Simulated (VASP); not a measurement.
**Results of a VASP single-point calculation on BaTiO3 (strained cubic perovskite)**

POSCAR

```
Ba Ti O
 1.0000000000000000
     4.0739784508000003    0.0000000000000000    0.0000000000000000
     0.0000000000000000    4.0739784508000003    0.0000000000000000
     0.0000000000000000    0.0000000000000000    4.0739784508000003
 Ba  Ti  O
   1   1   3
Cartesian
  0.0000000000000000  0.0000000000000000  0.0000000000000000
  2.0369892254000002  2.0369892254000002  2.0369892254000002
  2.0369892254000002  2.0369892254000002  0.0000000000000000
  2.0369892254000002  0.0000000000000000  2.0369892254000002
  0.0000000000000000  2.0369892254000002  2.0369892254000002
```

```json
{
  "gap between bands v and c": "2.01 eV",
  "least direct gap": "2.21 eV"
}
```

Band v is the last that the valence electrons fill when counted band by band, and c is the next. Levels in eV from the top of v:

```json
{"point": "Γ", "v−1": "-0.20", "v": "-0.20", "c": "2.01", "c+1": "2.01"}
{"point": "X", "v−1": "-0.74", "v": "-0.74", "c": "2.14", "c+1": "3.57"}
{"point": "M", "v−1": "-0.91", "v": "-0.08", "c": "3.57", "c+1": "3.57"}
{"point": "R", "v−1": "0.00", "v": "0.00", "c": "4.20", "c+1": "4.20"}
```

Q: Which of these levels of theory gave these results?
A. HSE06
B. LDA
C. r²SCAN
D. PBE with spin–orbit coupling
E. PBE
F. PBEsol
G. PBE0

A: C.

The INCAR was:

```
LWAVE = .FALSE.
LCHARG = .FALSE.
LASPH = .TRUE.
NBANDS = 28
IBRION = -1
ISIF = 2
ENCUT = 520
SIGMA = 0.01
ISMEAR = 0
EDIFF = 1E-7
PREC = Accurate
NSW = 0
LREAL = .FALSE.
ALGO = Normal
NELM = 120
METAGGA = R2SCAN
```
